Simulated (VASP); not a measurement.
# Al (Fm-3m) in VASP: a series of runs

One crystal, Al, is run at these levels: PBE; tasks: relaxation of cell and atoms.

Program: VASP 6.6.1. These are calculated values, not measurements. Logs are shortened: lines on timing, memory, paths and dates and some standing lists are left out, and cuts for length are marked.

## Step 1: The structure

The structure is cubic, space group Fm-3m (No. 225). Conventional cell: a = 4.050 Å, b = 4.050 Å, c = 4.050 Å, α = 90.00°, β = 90.00°, γ = 90.00°. Al (site symmetry m-3m) is surrounded by 12 Al at 2.86 Å.

## Step 2: Relaxation of cell and atoms, PBE

Contents of INCAR:

```
SYSTEM = Al
ALGO     = Normal         ! electronic algorithm
EDIFF    = 1E-7           ! SCF threshold, eV
EDIFFG   = -0.002         ! ionic threshold
ENCUT    = 520            ! plane-wave cutoff, eV
GGA      = PE             ! functional
IBRION   = 2              ! ionic algorithm
ISIF     = 3              ! what is computed and relaxed
ISMEAR   = 0              ! smearing method
LASPH    = .TRUE.         ! aspherical terms in the spheres
LCHARG   = .FALSE.        ! write CHGCAR
LREAL    = .FALSE.        ! projectors in reciprocal space
LWAVE    = .FALSE.        ! write WAVECAR
NELM     = 100            ! most SCF steps
NSW      = 80             ! ionic steps
PREC     = Accurate       ! precision mode
SIGMA    = 0.1            ! smearing width, eV
```

Contents of KPOINTS:

```
k-points
0
G
  6 6 6
  0 0 0
```

Contents of POSCAR:

```
Al
1.0
    0.0000000000      2.0248050000      2.0248050000
    2.0248050000      0.0000000000      2.0248050000
    2.0248050000      2.0248050000      0.0000000000
Al
1
Direct
    0.0000000000      0.0000000000      0.0000000000
```

Potentials or basis: VASP PAW PBE potentials, release 64 (Al).

Run with:

```console
$ cat potpaw_PBE.64/Al/POTCAR > POTCAR
$ mpirun -np 1 vasp_std > vasp.out
```

OUTCAR:

```text
SYSTEM = Al
   EDIFF = 1E-7
   EDIFFG = -0.002
   ENCUT = 520
   GGA = PE
   IBRION = 2
   ISIF = 3
   ISMEAR = 0
   LASPH = .TRUE.
   LREAL = .FALSE.
   NELM = 100
   NSW = 80
   PREC = Accurate

 ion  position               nearest neighbor table
   1  0.000  0.000  0.000-

  LATTYP: Found a face centered cubic cell.
 ALAT       =     4.0496100000

  Lattice vectors:

 A1 = (   0.0000000000,   2.0248050000,   2.0248050000)
 A2 = (   2.0248050000,   0.0000000000,   2.0248050000)
 A3 = (   2.0248050000,   2.0248050000,   0.0000000000)

Analysis of symmetry for initial positions (statically):
=====================================================================
 Subroutine PRICEL returns:
 Original cell was already a primitive cell.

 Routine SETGRP: Setting up the symmetry group for a
 face centered cubic supercell.

 Subroutine GETGRP returns: Found 48 space group operations
 (whereof 48 operations were pure point group operations)
 out of a pool of 48 trial point group operations.

The static configuration has the point symmetry O_h .

Analysis of symmetry for dynamics (positions and initial velocities):
=====================================================================
 Subroutine PRICEL returns:
 Original cell was already a primitive cell.

 Routine SETGRP: Setting up the symmetry group for a
 face centered cubic supercell.

 Subroutine GETGRP returns: Found 48 space group operations
 (whereof 48 operations were pure point group operations)
 out of a pool of 48 trial point group operations.

The dynamic configuration has the point symmetry O_h .

 Subroutine INISYM returns: Found 48 space group operations
 (whereof 48 operations are pure point group operations),
 and found     1 'primitive' translations

----------------------------------------------------------------------------------------

                                     Primitive cell

  volume of cell :      16.6027

  direct lattice vectors                    reciprocal lattice vectors
     0.000000000  2.024805000  2.024805000    -0.246937359  0.246937359  0.246937359
     2.024805000  0.000000000  2.024805000     0.246937359 -0.246937359  0.246937359
     2.024805000  2.024805000  0.000000000     0.246937359  0.246937359 -0.246937359

  length of vectors
     2.863506692  2.863506692  2.863506692     0.427708053  0.427708053  0.427708053

  position of ions in fractional coordinates (direct lattice)
     0.000000000  0.000000000  0.000000000

  ion indices of the primitive-cell ions
   primitive index   ion index
                 1           1

----------------------------------------------------------------------------------------

 KPOINTS: k-points

Automatic generation of k-mesh.
 Grid dimensions read from file:
 generate k-points for:    6    6    6

 Generating k-lattice:

  Cartesian coordinates                     Fractional coordinates (reciprocal lattice)
    -0.041156227  0.041156227  0.041156227     0.166666667  0.000000000  0.000000000
     0.041156227 -0.041156227  0.041156227     0.000000000  0.166666667  0.000000000
     0.041156227  0.041156227 -0.041156227     0.000000000  0.000000000  0.166666667

  Length of vectors
     0.071284675  0.071284675  0.071284675

  Shift w.r.t. Gamma in fractional coordinates (k-lattice)
     0.000000000  0.000000000  0.000000000

 Subroutine IBZKPT returns following result:
 ===========================================

 Found     16 irreducible k-points:

 Following reciprocal coordinates:
[... 33 lines left out ...]
   ENCUT  =  520.0 eV  38.22 Ry    6.18 a.u.   5.32  5.32  5.32*2*pi/ulx,y,z
   NELM   =    100;   NELMIN=  2; NELMDL= -5     # of ELM steps
   EDIFF  = 0.1E-06   stopping-criterion for ELM
   LREAL  =      F    real-space projection
   EDIFFG = -.2E-02   stopping-criterion for IOM
   NSW    =     80    number of steps for IOM
   IBRION =      2    ionic relax: 0-MD 1-quasi-New 2-CG
   NFREE  =      1    steps in history (QN), initial steepest desc. (CG)
   ISIF   =      3    stress and relaxation
   ISYM   =      2    0-nonsym 1-usesym 2-fastsym
   POTIM  = 0.5000    time-step for ionic-motion
   TEBEG  =    0.0;   TEEND  =   0.0 temperature during run
   PSTRESS=    0.0 pullay stress
   NELECT =       3.0000    total number of electrons
   NUPDOWN=      -1.0000    fix difference up-down
   EMIN   =  10.00;   EMAX   =-10.00  energy-range for DOS
   EFERMI =   0.00;   METHOD = LEGACY
   ISMEAR =     0;   SIGMA  =   0.10  broadening in eV -4-tet -1-fermi 0-gaus
   EFERMI_NEDOS =   21; number of points for ismear=-14 and -15
   IALGO  =     38    algorithm
   IMIX   =      4    mixing-type and parameters
     AMIX     =   0.40;   BMIX     =  1.00
     AMIX_MAG =   1.60;   BMIX_MAG =  1.00
  volume/ion in A,a.u.               =      16.60       112.04
  Fermi-wavevector in a.u.,A,eV,Ry     =   0.925526  1.748991 11.654733  0.856599
  Thomas-Fermi vector in A             =   2.051390
   LORBIT       =      0    0 simple, 1 ext, 2 COOP (PROOUT), +10 PAW based schemes
   GGA     = PE    functional components
   LHFCALC =     F    Hartree Fock is set to
   AEXX    =    0.0000 exact exchange contribution
   IVDW    =     0    specifies the selected vdW correction
   LEPSILON=     F    determine dielectric tensor
   LRPA    =     F    only Hartree local field effects (RPA)
 conjugate gradient relaxation of ions
 non-spin polarized calculation
 Gauss-broadening in eV      SIGMA  =   0.10
  energy-cutoff  :      520.00
  volume of cell :       16.60
 maximum number of plane-waves:       459
 NGX is ok and might be reduce to    24
   NGX = 11   NGY = 11   NGZ = 11

--------------------------------------- Ionic step        1  -------------------------------------------

 number of electron       3.0000000 magnetization

 Free energy of the ion-electron system (eV)
  ---------------------------------------------------
  ext. energy  EPLUGINS =         0.00000000
  ---------------------------------------------------
  free energy    TOTEN  =        -3.81263586 eV

  energy without entropy =       -3.80921026  energy(sigma->0) =       -3.81092306

------------------------ aborting loop because EDIFF is reached ----------------------------------------

  FORCE on cell =-STRESS in cart. coord.  units (eV):
  Direction    XX          YY          ZZ          XY          YZ          ZX
  --------------------------------------------------------------------------------------
  -------------------------------------------------------------------------------------
  Total       -0.0035702     -0.0035702     -0.0035702      0.0000000      0.0000000     -0.0000000
  in kB       -0.3445270     -0.3445270     -0.3445270      0.0000000      0.0000000     -0.0000000
  external PRESSURE =      -0.3445270 kB  Pullay stress =       0.0000000 kB

 VOLUME and BASIS-vectors are now :
 -----------------------------------------------------------------------------
  energy-cutoff  :      520.00
  volume of cell :       16.60
      direct lattice vectors                 reciprocal lattice vectors
     0.000000000  2.024805000  2.024805000    -0.246937359  0.246937359  0.246937359
     2.024805000  0.000000000  2.024805000     0.246937359 -0.246937359  0.246937359
     2.024805000  2.024805000  0.000000000     0.246937359  0.246937359 -0.246937359

 POSITION                                       TOTAL-FORCE (eV/Angst)
 -----------------------------------------------------------------------------------
      0.00000      0.00000      0.00000         0.000000      0.000000     -0.000000
 -----------------------------------------------------------------------------------
    total drift:                                0.000000      0.000000      0.000000

  FREE ENERGIE OF THE ION-ELECTRON SYSTEM (eV)
  ---------------------------------------------------
  free  energy   TOTEN  =        -3.8126358566 eV

  energy  without entropy=       -3.8092102582  energy(sigma->0) =       -3.81092306

--------------------------------------- Ionic step        2  -------------------------------------------

 number of electron       3.0000000 magnetization

 Free energy of the ion-electron system (eV)
  ---------------------------------------------------
  ext. energy  EPLUGINS =         0.00000000
  ---------------------------------------------------
  free energy    TOTEN  =        -3.81263674 eV

  energy without entropy =       -3.80920577  energy(sigma->0) =       -3.81092125

 E-fermi :   8.3062     XC(G=0): -10.1764

 val. band max:        7.2904459301   @ k =  -0.3333   0.5000   0.1667
 cond. band min:       8.3253589743   @ k =  -0.3333   0.3333   0.0000
 fundamental gap:      1.0349130442
 Fermi energy:         8.3061521250

 k-point     1 :       0.0000    0.0000    0.0000
  band No.  band energies     occupation
      1      -3.1550      2.00000
      2      20.5273      0.00000
      3      20.5273      0.00000
      4      20.5273      0.00000
      5      21.9780      0.00000
[... 113 lines left out ...]
 k-point    16 :      -0.3333    0.5000    0.1667
  band No.  band energies     occupation
      1       5.9492      2.00000
      2       7.2904      2.00000
      3       8.7165      0.00000
      4      10.2733      0.00000
      5      19.8314      0.00000

------------------------ aborting loop because EDIFF is reached ----------------------------------------

  FORCE on cell =-STRESS in cart. coord.  units (eV):
  Direction    XX          YY          ZZ          XY          YZ          ZX
  --------------------------------------------------------------------------------------
  -------------------------------------------------------------------------------------
  Total        0.0002153      0.0002153      0.0002153     -0.0000000     -0.0000000      0.0000000
  in kB        0.0207901      0.0207901      0.0207901     -0.0000000     -0.0000000      0.0000000
  external PRESSURE =       0.0207901 kB  Pullay stress =       0.0000000 kB

 VOLUME and BASIS-vectors are now :
 -----------------------------------------------------------------------------
  energy-cutoff  :      520.00
  volume of cell :       16.59
      direct lattice vectors                 reciprocal lattice vectors
     0.000000000  2.024456256  2.024456256    -0.246979898  0.246979898  0.246979898
     2.024456256  0.000000000  2.024456256     0.246979898 -0.246979898  0.246979898
     2.024456256  2.024456256 -0.000000000     0.246979898  0.246979898 -0.246979898

 POSITION                                       TOTAL-FORCE (eV/Angst)
 -----------------------------------------------------------------------------------
      2.02446      2.02446      4.04891         0.000000     -0.000000     -0.000000
 -----------------------------------------------------------------------------------
    total drift:                                0.000000      0.000000      0.000000

  FREE ENERGIE OF THE ION-ELECTRON SYSTEM (eV)
  ---------------------------------------------------
  free  energy   TOTEN  =        -3.8126367368 eV

  energy  without entropy=       -3.8092057675  energy(sigma->0) =       -3.81092125

 reached required accuracy - stopping structural energy minimisation
```

It used 2.3 s of CPU time on 1 thread of Intel(R) Xeon(R) Platinum 8559C (Emerald Rapids), on a shared host, which was overloaded at the time.

What came out:

* Free energy: -3.8126 eV
* Relaxed volume: 16.59 Å³/atom
* Relaxed cell: a = 2.863 Å, b = 2.863 Å, c = 2.863 Å, α = 60.00°, β = 60.00°, γ = 60.00°
* Space group after relaxing (to 0.05 Å): Fm-3m (No. 225)
* Energy gained by relaxing: 0.0 meV/atom
* Ionic steps: 2
* Pressure after relaxing: 0.0 GPa
* Band gap on the k mesh: none (metal or under the smearing width)

Final structure:
```xyz
1
Lattice="0.0000 2.0245 2.0245 2.0245 0.0000 2.0245 2.0245 2.0245 0.0000" Properties=species:S:1:pos:R:3 pbc="T T T"
Al    2.0245    2.0245    4.0489
```

Levels at points of the mesh, in eV from the Fermi level:
```csv
k point,band 1,band 2,band 3,band 4,band 5
"(0.00, 0.00, 0.00)",-11.46,12.22,12.22,12.22,13.67
"(0.50, 0.00, 0.00)",-4.94,-4.74,10.98,10.98,11.07
"(0.50, 0.50, 0.00)",-3.28,-1.96,4.89,5.20,5.20
```

Caveat: the k mesh is coarse (spacing up to 0.45 Å⁻¹), so the values aren't converged.

## Step 3: Relaxation of cell and atoms, PBE

INCAR is that of step 2.

KPOINTS is that of step 2.

Contents of POSCAR:

```
Al                                      
1.0
    0.0000000000      2.0244562561      2.0244562561
    2.0244562561      0.0000000000      2.0244562561
    2.0244562561      2.0244562561     -0.0000000000
  Al            
     1
Direct
     1.0000000000000000    1.0000000000000000    0.0000000000000000
```

Potentials or basis: VASP PAW PBE potentials, release 64 (Al).

Run with:

```console
$ cat potpaw_PBE.64/Al/POTCAR > POTCAR
$ mpirun -np 1 vasp_std > vasp.out
```

It took 7.9 s on 1 thread of Intel Xeon Platinum 8559C (Emerald Rapids), shared host; peak memory 0.12 GiB.

The run converged. Its results:

```yaml
Free_energy: -3.8126 eV
Pressure_after_relaxing: 0.0 GPa
Band_gap_on_the_k_mesh: none (metal or under the smearing width)
```

Final structure:
```
Al
1.0
     0.00000    2.02446    2.02446
     2.02446    0.00000    2.02446
     2.02446    2.02446    0.00000
Al
1
Direct
  0.00000 0.00000 0.00000
```

Levels at points of the mesh, in eV from the Fermi level:
```csv
k point,band 1,band 2,band 3,band 4
"(0.00, 0.00, 0.00)",-11.46,12.22,12.22,12.22
"(0.50, 0.00, 0.00)",-4.94,-4.74,10.98,10.98
"(0.50, 0.50, 0.00)",-3.28,-1.96,4.89,5.20
```

Caveat: the k mesh is coarse (spacing up to 0.45 Å⁻¹), so the values aren't converged; the relaxation stopped at its first step, so nothing moved.
